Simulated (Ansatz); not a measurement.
# Diffusion barrier of B in Ti

Aim: the barrier when interstitial B hops to an equivalent place in Ti, in a supercell of 18 host sites. The ends are relaxed and joined by a climbing-image nudged elastic band.

Program: Ansatz 0.2.0. Level of theory: DFT PBEsol, scalar-relativistic, plane waves, PAW. These are calculated values, not measurements.

1 further run of the same task is left out (set aside as unsound or not needed).

### Step 1. The structure to begin with

Symmetry: P6_3/mmc, No. 194, hexagonal system. Conventional cell: a = 2.900 Å, b = 2.900 Å, c = 4.591 Å, α = 90.00°, β = 90.00°, γ = 120.00°. Ti (site symmetry -6m2) has 12 Ti at 2.84 to 2.90 Å as nearest neighbours.

As a file:

```
CELL_PARAMETERS angstrom
2.90044 0.00000 0.00000
-1.45022 2.51185 0.00000
0.00000 0.00000 4.59099
ATOMIC_POSITIONS crystal
Ti 0.33333 0.66667 0.25000
Ti 0.66667 0.33333 0.75000
```

It is the result of an earlier relaxation at this level (volume 16.72 Å³/atom; gap on the mesh: none (metal)).

### Step 2. The defect cell, relaxed

The supercell's rows are 2 1 -1; -1 -2 -1; -1 1 -1 in vectors of the relaxed cell. Atom 19 is the B that will move.

Input file input.yaml:

```yaml
crystal:
  lattice:
    - [4.3506528001, 2.5118505653, -4.5909904467]
    - [0.0, -5.0237011306, -4.5909904467]
    - [-4.3506528001, 2.5118505653, -4.5909904467]
  atoms:
    - { symbol: Ti, position: [0.0277777778, 0.3611111111, 0.3611111111] }
    - { symbol: Ti, position: [0.0277777778, 0.0277777778, 0.6944444444] }
    - { symbol: Ti, position: [0.3611111111, 0.3611111111, 0.0277777778] }
    - { symbol: Ti, position: [0.6944444444, 0.3611111111, 0.6944444444] }
    - { symbol: Ti, position: [0.3611111111, 0.0277777778, 0.3611111111] }
    - { symbol: Ti, position: [0.0277777778, 0.6944444444, 0.0277777778] }
    - { symbol: Ti, position: [0.3611111111, 0.6944444444, 0.6944444444] }
    - { symbol: Ti, position: [0.6944444444, 0.0277777778, 0.0277777778] }
    - { symbol: Ti, position: [0.6944444444, 0.6944444444, 0.3611111111] }
    - { symbol: Ti, position: [0.9722222222, 0.3055555556, 0.9722222222] }
    - { symbol: Ti, position: [0.9722222222, 0.9722222222, 0.3055555556] }
    - { symbol: Ti, position: [0.3055555556, 0.3055555556, 0.6388888889] }
    - { symbol: Ti, position: [0.6388888889, 0.3055555556, 0.3055555556] }
    - { symbol: Ti, position: [0.3055555556, 0.9722222222, 0.9722222222] }
    - { symbol: Ti, position: [0.9722222222, 0.6388888889, 0.6388888889] }
    - { symbol: Ti, position: [0.3055555556, 0.6388888889, 0.3055555556] }
    - { symbol: Ti, position: [0.6388888889, 0.9722222222, 0.6388888889] }
    - { symbol: Ti, position: [0.6388888889, 0.6388888889, 0.9722222222] }
    - { symbol: B, position: [-0.0109025414, -0.0104843574, 0.0143091723] }
basis:
  ecutwfc: 420
  xc_grid: 2
kpoints:
  mp_grid: { grid: [4, 4, 4], shift: [0.5, 0.5, 0.5] }
hamiltonian:
  xc: pbesol
scf:
  occupations: { method: gaussian, width: 0.1 }
output:
  forces: true
  stress: false
  eigenvalues: true
  write_density: true
  write_potential: true
  elf: true
  volumetric_format: npy
relax:
  adjacent_minimum: "off"
  f_tol: 0.02
  max_steps: 60
```

Command:

```
$ ansatz run input.yaml --threads 4 --pin off --max-ram 10240MiB --backend cpu --events-out ev --progress --plain --runs-dir out
```

The session goes on with these runs: nudged elastic band, a jump of 2.85 Å.

What does the calculation give? Wanted: barrier forwards; barrier backwards; second end relative to first; highest image; neighbours of B at the start; at the top.

**Answer**, as computed:

| quantity | value |
| --- | --- |
| barrier forwards | 0.88 eV |
| barrier backwards | 0.88 eV |
| second end relative to first | 0.000 eV |
| highest image | 3 of 0 to 6, climbing |
| band iterations | 8 |
| neighbours of B at the start; at the top | 1 Ti at 2.10 Å, 3 Ti at 2.11 Å, 2 Ti at 2.12 Å; 2 Ti at 2.14 Å, 4 Ti at 2.33 Å |

In words: The top lies 0.88 eV above the first end, or 34 kT at room temperature; with a typical attempt rate of 10^13 per second that is roughly 10^-2 events a second. Both ends agree in energy to 1 meV. The input switches the test of curvatures off, so the top was not shown to be a first-order saddle. The top still moved by 7 meV in the last iteration, which bounds the digits to trust. In a cell of 18 sites the barrier is good to about a tenth of an eV.
